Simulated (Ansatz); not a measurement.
# SiMo3: a prediction, then the measurements

These are results of DFT PBEsol, scalar-relativistic, plane waves, PAW (Ansatz 0.2.0), not measurements.

Plane waves to 420 eV, a k mesh through Γ of 8×8×8 on the computed 8-atom cell and Gaussian smearing (0.10 eV); no spin polarisation.

Relaxed structure, symmetry kept:

```cif
data_structure
_symmetry_space_group_name_H-M 'P 1'
_symmetry_Int_Tables_number 1
_cell_length_a 4.8616
_cell_length_b 4.8616
_cell_length_c 4.8616
_cell_angle_alpha 90.000
_cell_angle_beta 90.000
_cell_angle_gamma 90.000
_cell_volume 114.90
loop_
_atom_site_label
_atom_site_type_symbol
_atom_site_fract_x
_atom_site_fract_y
_atom_site_fract_z
_atom_site_occupancy
Si1 Si 0.00000 0.00000 0.00000 1
Si2 Si 0.50000 0.50000 0.50000 1
Mo1 Mo 0.25000 0.00000 0.50000 1
Mo2 Mo 0.50000 0.75000 0.00000 1
Mo3 Mo 0.75000 0.00000 0.50000 1
Mo4 Mo 0.50000 0.25000 0.00000 1
Mo5 Mo 0.00000 0.50000 0.75000 1
Mo6 Mo 0.00000 0.50000 0.25000 1
```

* Space group: Pm-3n (No. 223)
* Volume per atom: 96.9 bohr³
* Formation energy from the elements' standard states (uncorrected): -0.368 eV/atom
* Kohn–Sham band gap: none (metal)
* Density of states at the Fermi level: 3.69 states/eV per cell
* Löwdin character within 0.5 eV of the Fermi level: Mo 4d 86 %
* Bulk modulus: 268 GPa
* Its pressure derivative: 4.2
* Bader charges (e): Si (2 in the cell) -0.43, Mo (6 in the cell) 0.14

**Experimental background.**

From a printed reference work, data compilation, original work of 1950, for a bulk crystal of SiMo3: lattice constant a 4.89 Å.

Against the measured lattice constant a of SiMo3, 4.89 Å (a printed reference work, data compilation, original work of 1950), the calculated 4.862 Å is off by -0.6 %. The measured value has few digits, which limits the comparison. The calculation is for 0 K without zero-point motion.

Cost: 9 runs of about 6.4 core-minutes in all, on Intel Xeon Platinum 8259CL (Skylake/Cascade Lake) (shared hosts).